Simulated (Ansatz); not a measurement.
# KCl: the cost of one run

Method: DFT LDA, scalar-relativistic, in Ansatz 0.2.0.

## (1) Starting point

It takes space group Fm-3m (No. 225, cubic). The conventional cell has a = 6.312 Å, b = 6.312 Å, c = 6.312 Å, α = 90.00°, β = 90.00°, γ = 90.00°. Around K (site symmetry m-3m) lie 6 Cl at 3.16 Å. Cl (site symmetry m-3m) has 6 K at 3.16 Å as nearest neighbours.

Coordinates:

```
CELL_PARAMETERS angstrom
0.00000 3.15610 3.15610
3.15610 0.00000 3.15610
3.15610 3.15610 0.00000
ATOMIC_POSITIONS crystal
K 0.00000 0.00000 0.00000
Cl 0.50000 0.50000 0.50000
```

Atoms are numbered in the order of the input: K1, Cl2.

## (2) The deformed structure

Space group Fm-3m before, I4/mmm after.

## (3) Full-potential LAPW

File input.yaml:

```yaml
crystal:
  lattice:
    - [0.0, 3.1561, 3.219222]
    - [3.1561, 0.0, 3.219222]
    - [3.1561, 3.1561, 0.0]
  atoms:
    - { symbol: K, position: [0.0, 0.0, 0.0] }
    - { symbol: Cl, position: [0.5, 0.5, 0.5] }
kpoints:
  mp_grid: { grid: [7, 7, 7] }
  band_path:
    path:
      - [0.0, 0.0, 0.0]
      - [0.0, 0.5, 0.5]
      - [0.25, 0.75, 0.5]
      - [0.0, 0.5, 0.0]
      - [0.0, 0.0, 0.0]
      - [0.5, 0.5, 0.0]
      - [0.3701460977, 0.6298539023, 0.0]
      - [-0.3701460977, 0.3701460977, 0.0]
      - [0.0, 0.0, 0.0]
    npoints: 5
scf:
  occupations: { method: fermi_dirac, width: 0.03 }
hamiltonian:
  xc: lda
  pseudopotentials: { kind: all_electron, lapw: { basis_error: 0.001 } }
output:
  forces: true
  stress: true
  eigenvalues: true
```

Command:

```console
ansatz run input.yaml --threads 1 --pin off --max-ram 3072MiB --backend cpu --events-out ev --progress --plain --runs-dir out
```

**Question.** How long does this run take on 1 thread of Arm Neoverse N1, shared host, and how much memory does it need?

About 10 s, with a peak of 0.25 GiB.
